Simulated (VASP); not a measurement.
# Fe2O3 (Hematite) (R-3c) in VASP: further runs

The runs below take Fe2O3 (Hematite) through single point, with PBE.

All numbers are computed with VASP 6.6.1; they aren't measurements. Logs are shortened: lines on timing, memory, paths and dates and some standing lists are left out, and cuts for length are marked.

### Step 1. Starting point

Symmetry: R-3c, No. 167, trigonal system. The conventional cell has a = 5.038 Å, b = 5.038 Å, c = 13.772 Å, α = 90.00°, β = 90.00°, γ = 120.00°. Fe (site symmetry 3) has 6 O at 1.95 to 2.12 Å as nearest neighbours. Around O (site symmetry 2) lie 4 Fe at 1.95 to 2.12 Å.

### Step 2. Single point, PBE, collinear spin, ferromagnetic start

INCAR

```
SYSTEM = Fe2O3
PREC = Accurate
ENCUT = 520
EDIFF = 1E-6
ISMEAR = 0
SIGMA = 0.015
LREAL = .FALSE.
LASPH = .TRUE.
NELM = 150
ALGO = Normal
ISIF = 2
LWAVE = .FALSE.
LCHARG = .TRUE.
ISPIN = 2
MAGMOM = 3 3 3 3 0 0 0 0 0 0
LORBIT = 11
LMAXMIX = 4
GGA = PE
LELF = .TRUE.
LVHAR = .TRUE.
NBANDS = 49
```

KPOINTS

```
regular mesh
0
G
  7 7 7
  0 0 0
```

POSCAR

```
Fe2O3
1.0
    2.5190000000      1.4543453281      4.5906666667
   -2.5190000000      1.4543453281      4.5906666667
    0.0000000000     -2.9086906562      4.5906666667
Fe O
4 6
Direct
    0.3553000000      0.3553000000      0.3553000000
    0.1447000000      0.1447000000      0.1447000000
    0.6447000000      0.6447000000      0.6447000000
    0.8553000000      0.8553000000      0.8553000000
    0.5559000000      0.2500000000      0.9441000000
    0.2500000000      0.9441000000      0.5559000000
    0.9441000000      0.5559000000      0.2500000000
    0.4441000000      0.7500000000      0.0559000000
    0.7500000000      0.0559000000      0.4441000000
    0.0559000000      0.4441000000      0.7500000000
```

Potentials or basis: VASP PAW PBE potentials, release 64 (Fe, O).

Started as:

```console
$ cat potpaw_PBE.64/Fe/POTCAR potpaw_PBE.64/O/POTCAR > POTCAR
$ mpirun -np 1 vasp_std > vasp.out
```

OUTCAR:

```text
SYSTEM = Fe2O3
   PREC = Accurate
   ENCUT = 520
   EDIFF = 1E-6
   ISMEAR = 0
   LREAL = .FALSE.
   LASPH = .TRUE.
   NELM = 150
   ISIF = 2
   ISPIN = 2
   LORBIT = 11
   GGA = PE

 ion  position               nearest neighbor table
   1  0.355  0.355  0.355-   9 1.95  10 1.95   8 1.95   7 2.12   5 2.12   6 2.12   2 2.90   3 2.97
                             3 2.97   3 2.97
   2  0.145  0.145  0.145-   8 1.95  10 1.95   9 1.95   7 2.12   5 2.12   6 2.12   1 2.90   4 2.97
                             4 2.97   4 2.97
   3  0.645  0.645  0.645-   6 1.95   7 1.95   5 1.95  10 2.12   9 2.12   8 2.12   4 2.90   1 2.97
                             1 2.97   1 2.97
   4  0.855  0.855  0.855-   5 1.95   7 1.95   6 1.95  10 2.12   9 2.12   8 2.12   3 2.90   2 2.97
                             2 2.97   2 2.97
   5  0.556  0.250  0.944-   4 1.95   3 1.95   1 2.12   2 2.12
   6  0.250  0.944  0.556-   3 1.95   4 1.95   1 2.12   2 2.12
   7  0.944  0.556  0.250-   3 1.95   4 1.95   1 2.12   2 2.12
   8  0.444  0.750  0.056-   2 1.95   1 1.95   3 2.12   4 2.12
   9  0.750  0.056  0.444-   1 1.95   2 1.95   3 2.12   4 2.12
  10  0.056  0.444  0.750-   1 1.95   2 1.95   3 2.12   4 2.12

  LATTYP: Found a trigonal (rhomboedric) cell.
 ALAT       =     5.4345838643
 COS(alpha) =     0.5703114900

  Lattice vectors:

 A1 = (   2.5190000000,   1.4543453281,   4.5906666667)
 A2 = (  -2.5190000000,   1.4543453281,   4.5906666667)
 A3 = (   0.0000000000,  -2.9086906562,   4.5906666667)

Analysis of symmetry for initial positions (statically):
=====================================================================
 Subroutine PRICEL returns:
 Original cell was already a primitive cell.

 Routine SETGRP: Setting up the symmetry group for a
 trigonal (rhombohedral) supercell.

 Subroutine GETGRP returns: Found 12 space group operations
 (whereof  6 operations were pure point group operations)
 out of a pool of 12 trial point group operations.

The static configuration has the point symmetry S_6 .
 The point group associated with its full space group is D_3d.

Analysis of symmetry for dynamics (positions and initial velocities):
=====================================================================
 Subroutine PRICEL returns:
 Original cell was already a primitive cell.

 Routine SETGRP: Setting up the symmetry group for a
 trigonal (rhombohedral) supercell.

 Subroutine GETGRP returns: Found 12 space group operations
 (whereof  6 operations were pure point group operations)
 out of a pool of 12 trial point group operations.

The dynamic configuration has the point symmetry S_6 .
 The point group associated with its full space group is D_3d.

Analysis of structural, dynamic, and magnetic symmetry:
[... 183 lines left out ...]

 spin component 1

 k-point     1 :       0.0000    0.0000    0.0000
  band No.  band energies     occupation
      1     -15.7385      1.00000
      2     -14.2442      1.00000
      3     -14.1631      1.00000
      4     -14.1631      1.00000
      5     -14.1385      1.00000
      6     -14.1385      1.00000
[... 1165 lines left out ...]
     45      10.1393      0.00000
     46      12.5008      0.00000

 [... further k-points ...]

 spin component 2

 k-point     1 :       0.0000    0.0000    0.0000
  band No.  band energies     occupation
      1     -15.4416      1.00000
      2     -13.9521      1.00000
      3     -13.8442      1.00000
      4     -13.8442      1.00000
      5     -13.8369      1.00000
      6     -13.8369      1.00000
[... 1165 lines left out ...]
     45      10.7494      0.00000
     46      13.0692      0.00000

 [... further k-points ...]

 [bands above 46 left out]

------------------------ aborting loop because EDIFF is reached ----------------------------------------

  FORCE on cell =-STRESS in cart. coord.  units (eV):
  Direction    XX          YY          ZZ          XY          YZ          ZX
  --------------------------------------------------------------------------------------
  -------------------------------------------------------------------------------------
  Total       -2.8519414     -2.8519414     -2.9323024     -0.0000000      0.0000000      0.0000000
  in kB      -45.2822989    -45.2822989    -46.5582473     -0.0000000      0.0000000      0.0000000
  external PRESSURE =     -45.7076150 kB  Pullay stress =       0.0000000 kB

 VOLUME and BASIS-vectors are now :
 -----------------------------------------------------------------------------
  energy-cutoff  :      520.00
  volume of cell :      100.91
      direct lattice vectors                 reciprocal lattice vectors
     2.519000000  1.454345328  4.590666667     0.198491465  0.114599101  0.072611095
    -2.519000000  1.454345328  4.590666667    -0.198491465  0.114599101  0.072611095
     0.000000000 -2.908690656  4.590666667     0.000000000 -0.229198201  0.072611095

 POSITION                                       TOTAL-FORCE (eV/Angst)
 -----------------------------------------------------------------------------------
      0.00000      0.00000      4.89319         0.000000     -0.000000     -0.905183
      0.00000      0.00000      1.99281         0.000000     -0.000000      0.905183
      0.00000      0.00000      8.87881         0.000000     -0.000000      0.905183
      0.00000      0.00000     11.77919         0.000000     -0.000000     -0.905183
      0.77056     -1.57404      8.03367         0.063169      0.109412     -0.000000
     -1.74844      0.11969      8.03367         0.063169     -0.109412     -0.000000
      0.97788      1.45435      8.03367        -0.126338     -0.000000     -0.000000
     -0.77056      1.57404      5.73833        -0.063169     -0.109412     -0.000000
      1.74844     -0.11969      5.73833        -0.063169      0.109412     -0.000000
     -0.97788     -1.45435      5.73833         0.126338     -0.000000     -0.000000
 -----------------------------------------------------------------------------------
    total drift:                               -0.000000      0.000000     -0.000000

  FREE ENERGIE OF THE ION-ELECTRON SYSTEM (eV)
  ---------------------------------------------------
  free  energy   TOTEN  =       -73.5787151419 eV

  energy  without entropy=      -73.5770351710  energy(sigma->0) =      -73.57787516

 total charge

# of ion       s       p       d       tot
------------------------------------------
    1        0.361   0.512   6.011   6.883
    2        0.361   0.512   6.011   6.883
    3        0.361   0.512   6.011   6.883
    4        0.361   0.512   6.011   6.883
    5        1.572   3.403   0.000   4.975
    6        1.572   3.403   0.000   4.975
    7        1.572   3.403   0.000   4.975
    8        1.572   3.403   0.000   4.975
    9        1.572   3.403   0.000   4.975
   10        1.572   3.403   0.000   4.975
--------------------------------------------------
tot         10.879  22.463  24.042  57.384

 magnetization (x)

# of ion       s       p       d       tot
------------------------------------------
    1        0.025   0.035   3.043   3.103
    2        0.025   0.035   3.043   3.103
    3        0.025   0.035   3.043   3.103
    4        0.025   0.035   3.043   3.103
    5        0.020   0.125   0.000   0.145
    6        0.020   0.125   0.000   0.145
    7        0.020   0.125   0.000   0.145
    8        0.020   0.125   0.000   0.145
    9        0.020   0.125   0.000   0.145
   10        0.020   0.125   0.000   0.145
--------------------------------------------------
tot          0.220   0.892  12.173  13.285
```

It took 13 min on 1 thread of Intel Xeon Platinum 8488C (Sapphire Rapids), shared host; peak memory 0.48 GiB.

Results:

* Free energy: -73.5787 eV
* Pressure: -4.6 GPa
* Largest force: 0.905 eV/Å
* Band gap on the k mesh: none (metal or under the smearing width)
* Net moment: 13.68 μB per cell
* Site moments: Fe +3.10; O +0.14 μB
* Valence electrons inside the program's atomic spheres: Fe 6.88; O 4.97

Forces on the atoms (eV/Å):
```
Fe   0.000  0.000 -0.905
Fe   0.000  0.000  0.905
Fe   0.000  0.000  0.905
Fe   0.000  0.000 -0.905
O    0.063  0.109  0.000
O    0.063 -0.109  0.000
O   -0.126  0.000  0.000
O   -0.063 -0.109  0.000
O   -0.063  0.109  0.000
O    0.126  0.000  0.000
```

Stress tensor (GPa, compression positive):
```
-4.53  0.00  0.00
 0.00 -4.53  0.00
 0.00  0.00 -4.66
```

Levels at points of the mesh, in eV from the Fermi level:
Spin up:
| k point | band 37 | band 38 | band 39 | band 40 | band 41 | band 42 | band 43 | band 44 | band 45 | band 46 |
| --- | --- | --- | --- | --- | --- | --- | --- | --- | --- | --- |
| (0.00, 0.00, 0.00) | -1.06 | -1.06 | -0.65 | -0.65 | 0.23 | 0.23 | 0.78 | 0.78 | 3.87 | 7.88 |
Spin down:
```csv
k point,band 25,band 26,band 27,band 28,band 29,band 30
"(0.00, 0.00, 0.00)",-0.26,-0.26,-0.18,0.03,0.03,0.06
```

Caveat: semilocal functionals often make such compounds metallic where correlation or magnetic order opens a gap, which also shifts bond lengths; only a ferromagnetic start was run, and an antiferromagnetic order may lie lower in energy.

(Part 1 of 2 ends here.)
